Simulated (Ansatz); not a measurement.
Crystal: Hf.

```xyz
1
Lattice="0.1193 2.3431 1.9928 2.3211 0.1248 1.9873 2.4498 2.4662 -0.0039" Properties=species:S:1:pos:R:3 pbc="T T T"
Hf    0.0000    0.0000    0.0000
```

This isn't the form of Hf at room conditions, which is hcp.

The cell isn't the ideal one: cell sheared at random, sigma 0.06, atoms nudged by 0.01 Å.

| Quantity | Value |
| --- | --- |
| Program | Ansatz 0.2.0 |
| Task | relaxation of cell and atoms |
| Functional | PBE |
| Potentials or basis | Ansatz PAW |
| Cutoff | 420 eV (not typed: the program's choice for these potentials) |
| k mesh | 11 × 11 × 10 |
| Occupations | fermi-dirac, width 0.05 eV |
| Spin | no spin polarisation |

At the start: volume 21.64 Å³/atom.

Q: How do energy, volume and symmetry change on relaxing?

A: It ends after 10 steps and the volume is 22.53 Å³/atom (+4.1 %); space group Fm-3m (No. 225, to 0.05 Å).

Step by step:
| step | energy change (eV) | largest force (eV/Å) | volume (Å³) |
| --- | --- | --- | --- |
| 1 | 0.0000 | 0.0000 | 21.64 |
| 2 | -0.0115 | 0.0000 | 23.36 |
| 3 | -0.0324 | 0.0000 | 22.92 |
| 4 | -0.0620 | 0.0000 | 22.46 |
| 5 | -0.0657 | 0.0000 | 22.29 |
| 6 | -0.0695 | 0.0000 | 22.52 |
| 7 | -0.0695 | 0.0000 | 22.52 |
| 8 | -0.0702 | 0.0000 | 22.52 |
| 9 | -0.0702 | 0.0000 | 22.53 |
| 10 | -0.0702 | 0.0000 | 22.53 |

Final structure:
```cif
data_structure
_symmetry_space_group_name_H-M 'P 1'
_symmetry_Int_Tables_number 1
_cell_length_a 3.1716
_cell_length_b 3.1717
_cell_length_c 3.1762
_cell_angle_alpha 59.821
_cell_angle_beta 59.824
_cell_angle_gamma 60.011
_cell_volume 22.53
loop_
_atom_site_label
_atom_site_type_symbol
_atom_site_fract_x
_atom_site_fract_y
_atom_site_fract_z
_atom_site_occupancy
Hf1 Hf 0.00000 0.00000 0.00000 1
```

Caveat: the plane-wave basis is chosen anew once the cell has moved, so the energies of steps on either side of that aren't comparable.
